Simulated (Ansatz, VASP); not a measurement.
**One calculation of Ba, two programs**

```
Ba
1.0
    -2.16534    2.16534    2.16534
     2.16534   -2.16534    2.16534
     2.16534    2.16534   -2.16534
Ba
1
Direct
  0.00000 0.00000 0.00000
```

Change from the starting cell: volume scaled by 0.7, LAPW.

Alike in both runs: task single point; functional PBEsol; k mesh 11 × 11 × 11; occupations fermi-dirac, width 0.08 eV; no spin polarisation.

```csv
,VASP,Ansatz
version,VASP 6.6.1,Ansatz 0.2.0
potentials or method,"VASP PAW PBE potentials, release 64 (Ba_sv), cutoff 520 eV","all-electron LAPW, scalar-relativistic"
```

VASP gave:

```
pressure (GPa) : 5.7
```

Task: Which values does Ansatz return?

Result: Pressure (GPa): 5.1.

Ansatz ran all-electron here, so the differences hold the error of VASP's frozen core and of both bases.

Caveats: the PAW data sets were made with another functional, which shifts forces and pressure a little (VASP). Spin-orbit coupling is left out, which matters for the levels of Ba.
